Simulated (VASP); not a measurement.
Here is a VASP 6.6.1 calculation.

Contents of INCAR:

```
ALGO = Normal
EDIFF = 1E-6
EDIFFG = -0.01
ENCUT = 600
GGA = PE
IBRION = 2
ISIF = 3
ISMEAR = 0
KPAR = 2
LASPH = T
LCHARG = F
LREAL = F
LWAVE = F
NELM = 80
NSW = 90
PREC = Accurate
SIGMA = 0.03
```

Contents of KPOINTS:

```
k-points
0
Gamma
  6 6 8
```

Contents of POSCAR:

```
SnO2
1.0
    4.7380000000      0.0000000000      0.0000000000
    0.0000000000      4.7380000000      0.0000000000
    0.0000000000      0.0000000000      3.1865000000
Sn O
2 4
Direct
    0.0000000000      0.0000000000      0.0000000000
    0.5000000000      0.5000000000      0.5000000000
    0.3071000000      0.3071000000      0.0000000000
    0.1929000000      0.8071000000      0.5000000000
    0.6929000000      0.6929000000      0.0000000000
    0.8071000000      0.1929000000      0.5000000000
```

Potentials or basis: VASP PAW PBE potentials, release 64 (Sn_d, O).

Command:

```console
$ cat potpaw_PBE.64/Sn_d/POTCAR potpaw_PBE.64/O/POTCAR > POTCAR
$ mpirun -np 2 vasp_std > vasp.out
```

(1) Estimate the space group after relaxing (to 0.05 Å).

(2) Estimate the relaxed cell.

Answers

(1) P4_2/mnm (No. 136).

(2) a = 4.830 Å, b = 4.830 Å, c = 3.243 Å, α = 90.00°, β = 90.00°, γ = 90.00°.
